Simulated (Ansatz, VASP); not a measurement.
**Two plane-wave programs on Ti**

INCAR

```
ALGO = Normal
EDIFF = 1E-8
ENCUT = 520
GGA = PS
ISIF = 2
ISMEAR = -1
LASPH = True
LCHARG = False
LEFG = True
LREAL = False
LWAVE = False
NBANDS = 12
NELM = 60
PREC = Accurate
SIGMA = 0.05
```

File KPOINTS:

```
k-points
0
Gamma
  14 14 14
```

File POSCAR:

```
Ti
1.0
   -1.6738200000      1.6738200000      1.6410000000
    1.6738200000     -1.6738200000      1.6410000000
    1.6738200000      1.6738200000     -1.6410000000
Ti
1
Direct
    0.0000000000      0.0000000000      0.0000000000
```

Input for Ansatz:

```yaml
crystal:
  lattice:
    - [-1.67382, 1.67382, 1.641]
    - [1.67382, -1.67382, 1.641]
    - [1.67382, 1.67382, -1.641]
  atoms:
    - { symbol: Ti, position: [0.0, 0.0, 0.0] }
kpoints:
  mp_grid: { grid: [14, 14, 14] }
scf:
  occupations: { method: fermi_dirac, width: 0.05 }
hamiltonian:
  xc: pbesol
  pseudopotentials: { kind: paw }
output:
  forces: true
  stress: true
  eigenvalues: true
  efg: { contact_densities: true }
```

Change from the starting cell: equal xx and yy strain of +2 %, PAW files.

Alike in both runs: task electric field gradients; functional PBEsol; k mesh 14 × 14 × 14; occupations fermi-dirac, width 0.05 eV; no spin polarisation.

```csv
,VASP,Ansatz
version,VASP 6.6.1,Ansatz 0.2.0
potentials or method,"VASP PAW PBE potentials, release 64 (Ti_sv)","PAW with Ansatz's default frozen-core files, scalar-relativistic"
plane-wave cutoff (eV),520,420
valence electrons in the cell,12,12
```

```csv
,VASP,Ansatz,Ansatz less VASP
pressure (GPa),-10.1,-10.0,+0.13
largest component of the traceless stress (GPa),0.40,0.40,0.000
Vzz of the field gradient on the site that differs most (V/Å²),-0.1,-0.1,+0.05
```

With one functional, cell and mesh, what is left measures potentials, basis and numerics.

Caveats: the PAW data sets were made with another functional, which shifts forces and pressure a little (VASP).
